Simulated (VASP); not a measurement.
Wanted: the native input for a VASP 6.6.1 run.

```
Task                   : relaxation of cell and atoms
Functional             : r2SCAN
Potentials or basis    : VASP PAW PBE potentials, release 64 (W_sv)
Cutoff                 : 600 eV
k mesh                 : 16 × 16 × 16
Occupations            : methfessel-paxton, width 0.1 eV
Spin                   : no spin polarisation
Further INCAR settings : ALGO = Normal; EDIFF = 1e-06; IBRION = 2; EDIFFG = -0.01; NSW = 90; ISIF = 3
```

The structure of W lies in POSCAR:

```
W
1.0
   -1.5823450000      1.5823450000      1.5823450000
    1.5823450000     -1.5823450000      1.5823450000
    1.5823450000      1.5823450000     -1.5823450000
W
1
Direct
    0.0000000000      0.0000000000      0.0000000000
```

The input as run:

INCAR

```
PREC = Accurate
ENCUT = 600
EDIFF = 1E-6
ISMEAR = 1
SIGMA = 0.1
LREAL = False
LASPH = True
NELM = 80
ALGO = Normal
ISIF = 3
LWAVE = False
LCHARG = False
METAGGA = R2SCAN
LMIXTAU = True
IBRION = 2
NSW = 90
EDIFFG = -0.01
```

KPOINTS

```
regular mesh
0
Gamma
  16 16 16
```

Potentials or basis: VASP PAW PBE potentials, release 64 (W_sv).

Command:

```sh
$ cat potpaw_PBE.64/W_sv/POTCAR > POTCAR
$ mpirun -np 1 vasp_std > vasp.out
```

It gave:

```json
{
  "Relaxed volume": "15.97 Å³/atom",
  "Relaxed cell": "a = 2.748 Å, b = 2.748 Å, c = 2.748 Å, α = 109.47°, β = 109.47°, γ = 109.47°",
  "Space group after relaxing (to 0.05 Å)": "Im-3m (No. 229)",
  "Energy gained by relaxing": "0.9 meV/atom",
  "Ionic steps": "3",
  "Pressure after relaxing": "0.0 GPa",
  "Band gap on the k mesh": "none (metal or under the smearing width)"
}
```

Caveat: the PAW data sets were made with another functional, which shifts forces and pressure a little.

Run time: 95 s on 1 thread of Intel(R) Xeon(R) 6975P-C (Granite Rapids), on a shared host, peak memory 0.17 GiB.
